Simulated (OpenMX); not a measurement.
The system is KI.

```
I K
1.0
     0.00000    3.53277    3.53277
     3.53277    0.00000    3.53277
     3.53277    3.53277    0.00000
I K
1 1
Cartesian
  3.5328 3.5328 3.5328
  0.0000 0.0000 0.0000
```

Base run:

```yaml
Program: OpenMX 3.8.5
Functional: PBE
Potentials_or_basis: OpenMX 2013 PBE set, I7.0-s3p2d2f1, K10.0-s3p2d1, grid cutoff 300 Ry
k_mesh: 5 × 5 × 5
Occupations: fermi-dirac, width 0.05 eV
Spin: non-collinear spin, zero start, spin-orbit coupling
Starting_moments: "[[0.0, 0.0, 0.0], [0.0, 0.0, 0.0]] μB"
```

Its results: band gap on the k mesh 3.72 eV, direct.

Q: The run is repeated on the same cell with these changes: k mesh from 5 × 5 × 5 to 7 × 7 × 7; spin from non-collinear spin, zero start, spin-orbit coupling to no spin polarisation. What comes out?

A: Band gap on the k mesh 4.05 eV, direct.

Several settings changed at once, so the effect can't be laid on one alone.

Caveats: the basis of atomic orbitals isn't converged, which shifts pressures, moduli and gaps; total energies with and without spin-orbit coupling shouldn't be compared in this program (some runs); spin-orbit coupling is left out, which moves the levels of the heavy elements (some runs).
